Q: I have one crystal of black phosphorus and nine calculated band gaps. Could I have guessed them on paper from the kind of functional?

Band gaps of black phosphorus (space group Cmce, 4-atom cell, fixed geometry) from Kohn–Sham DFT with LDA, GGA and hybrid functionals in FLEUR and Ansatz, without spin–orbit coupling. Gaps are orbital gaps read along the band path; Kmax is in 1/bohr, and "afm" marks the starting spin order.

```csv
method,rung,program,potentials,basis,spin,k mesh,smearing,gap (eV)
BH,LDA,FLEUR,all electron,4.3 Kmax,none,8x8x6 4-atom cell,Fermi Dirac 0.05eV,0.014
LDA,LDA,Ansatz,Ansatz PAW,420 eV,none,8x8x6 4-atom cell,Fermi Dirac 0.05eV,0.000
MJW,LDA,FLEUR,all electron,5.08 Kmax,none,8x8x6 4-atom cell,Fermi Dirac 0.05eV,0.025
SVWN5,LDA,Ansatz,Ansatz PAW,420 eV,none,8x8x6 4-atom cell,Fermi Dirac 0.05eV,0.000
Xalpha,LDA,FLEUR,all electron,4.3 Kmax,none,8x8x6 4-atom cell,Fermi Dirac 0.05eV,0.035
PBE-D4,GGA,Ansatz LAPW,"all electron LAPW, scalar relativistic",0.001 eV/atom basis error,collinear afm,8x8x6 4-atom cell,Fermi Dirac 0.15eV,0.000
RPBE,GGA,FLEUR,all electron,4.3 Kmax,none,8x8x6 4-atom cell,Fermi Dirac 0.05eV,0.287
HSEsol,hybrid,Ansatz,Ansatz PAW,420 eV,none,4x4x3 4-atom cell,Fermi Dirac 0.05eV,0.611
r2SCAN0,hybrid,Ansatz,Ansatz PAW,500 eV,none,4x4x3 4-atom cell,Fermi Dirac 0.05eV,1.434
```

A: Partly, if you ask how each functional treats exchange and not only which rung it stands on. The two hybrids both contain a quarter of exact exchange, yet their gaps are 0.611 and 1.434 eV. That split is wider than the distance from HSEsol down to any of the simpler functionals. What sets the two apart most plainly is reach: HSEsol drops exact exchange between distant points, while r2SCAN0 keeps it.

Q: Why should distant exchange matter for a gap?

A: Think of a hydrogen atom. Its single electron must not repel itself, and exact exchange removes that false repulsion from the filled level. An empty level has no such repulsion to remove, so exchange moves it much less, and the distance between filled and empty grows. In the crystal exchange does the same for the whole set of filled states, but there each electron is shared over many bonds, so the atom gives the direction of the effect but not its size.

Q: Can I put a number on the distant part?

A: Yes, because it is smooth. The part that HSEsol leaves out is the interaction $e^2\,\mathrm{erf}(\omega r)/r$, where $r$ is the distance between two points and $\omega = 0.207$ Å$^{-1}$ sets where the screening begins. At $r=0$ it tends to $2\omega e^2/\sqrt{\pi}$, and at the length of a P–P bond it still has 93% of that value. Treat it as a constant, and exchange lowers every filled state by this constant and leaves the empty ones alone.

With $e^2 = 14.4$ eV Å the constant is $2\times0.207\times14.4/\sqrt{\pi} = 3.36$ eV. A hybrid takes a quarter of it, so the gap should open by 0.84 eV. The quarter of ordinary exchange that is removed in return is assumed to shift filled and empty states alike.

Q: And the near part of exchange?

A: It opens the gap for the same reason, but it changes too fast within a bond to be treated as a constant. I therefore took it from the table: HSEsol lies 0.60 eV above the mean of the LDA rows. This step also absorbs the other differences between HSEsol and LDA. It may understate how far the levels move, because a gap can't be printed below zero even if the LDA bands overlap. The rule is then

$$E_\text{gap} \approx 0.01 + 0.60\,s + 0.84\,l \quad\text{(in eV)},$$

where $s$ is 1 if a quarter of near exact exchange is present, $l$ is 1 if the distant quarter is present too, and both are otherwise 0.

Q: Let me try r2SCAN0. Both terms count, so $0.01+0.60+0.84 = 1.45$ eV.

A: The calculation gave 1.434 eV, and this row had no part in setting the rule. A rule that counted only the fraction of exact exchange would have given r2SCAN0 the gap of HSEsol, 0.82 eV too low.

Q: An error of 0.02 eV looks almost too good.

A: It is better than the reasoning deserves. The distant interaction does fade, to 77% of its full value at 4.5 Å, and in a crystal with a small gap electrons are shared over such distances. So 0.84 eV is a ceiling for the exchange term at fixed orbitals. My guess is that r2SCAN0 makes up for this by starting from a wider gap than LDA, but these rows can't separate the two effects. Unscreened exchange also converges slowly with the k mesh, and r2SCAN0 was run on a coarse one, so part of the close agreement may be luck.

Q: Then let me try a row without exact exchange. For RPBE both $s$ and $l$ are zero, so I get 0.01 eV.

A: The table has 0.287 eV, so here the rule fails. RPBE responds to how steeply the density changes, LDA does not, and the rule has no term for that. The failure also tells you how far to trust the r2SCAN0 estimate: had you started from the RPBE gap, you would have found 1.72 eV, which is 0.29 eV too high. One row can't fix an error bar, but allow at least 0.3 eV for a hybrid whose starting gap you don't know.

Q: How does it do over the whole table?

A: The typical (rms) miss is 0.09 eV, nearly all of it from RPBE; the printed output below lists each row. That figure flatters the rule, since the LDA rows and HSEsol set its constants. Nor can it rank the LDA rows: they lie within 0.035 eV of closure, and for one of them the gap on the k mesh differs from the printed one by 0.06 eV. The zero of PBE-D4 is no proof of a metal either, because its smearing of 0.15 eV is wider than the 0.10 eV that band counting leaves on its mesh. Its label "collinear afm" describes only the start: the moments vanished during the run, so it is nonmagnetic like the others. For BH, MJW, RPBE and both hybrids the printed gap equals the mesh value.

Q: What may I carry over to another functional?

A: The direction and the reason. The larger $\omega$ is, the more distant exchange is cut away and the smaller the gap; the smaller $\omega$, the closer you come to the unscreened hybrid. The 0.60 eV belongs to this crystal, and to hybrids run on a coarser k mesh than the other rows, an effect not tested here. The cell is also unrelaxed and somewhat larger than the real one, so the rule estimates what a functional will give, not what an experiment will find.

The analysis program printed:

```
Start, mean gap of the LDA rows (eV): 0.0148
Largest gap among the LDA rows (eV): 0.035
Step for a quarter of short-range exchange, calibrated on HSEsol (eV): 0.5962
Long-range interaction at zero distance, whole (eV): 3.363
Long-range term, a quarter of it, no fit (eV): 0.8408
Long-range interaction at the bond length, share of its value at zero: 0.9347
Long-range interaction at 4.544 angstrom, share of its value at zero: 0.7697
Computed difference r2SCAN0 less HSEsol (eV): 0.823
Computed difference HSEsol less RPBE (eV): 0.324
Rule against the table:
      row  gap eV  estimate eV  estimate less gap eV  mesh gap eV  mesh less printed eV
       BH   0.014       0.0148                0.0008      0.01407                 7e-05
      LDA       0       0.0148                0.0148      0.02272               0.02272
      MJW   0.025       0.0148               -0.0102      0.02534               0.00034
    SVWN5       0       0.0148                0.0148      0.02154               0.02154
   Xalpha   0.035       0.0148               -0.0202      0.09806               0.06306
   PBE-D4       0       0.0148                0.0148       0.1005                0.1005
     RPBE   0.287       0.0148               -0.2722       0.2871               0.00013
   HSEsol   0.611        0.611                     0       0.6112                0.0002
  r2SCAN0   1.434        1.452               0.01785        1.434              0.000385
Rms miss of the rule over all rows (eV): 0.09164
Largest miss of the rule, any sign (eV): 0.2722
Miss of the rival rule (fraction only) for r2SCAN0 (eV): -0.823
Estimate for r2SCAN0 if the start were the RPBE gap (eV): 1.724
Miss of that estimate (eV): 0.29
```
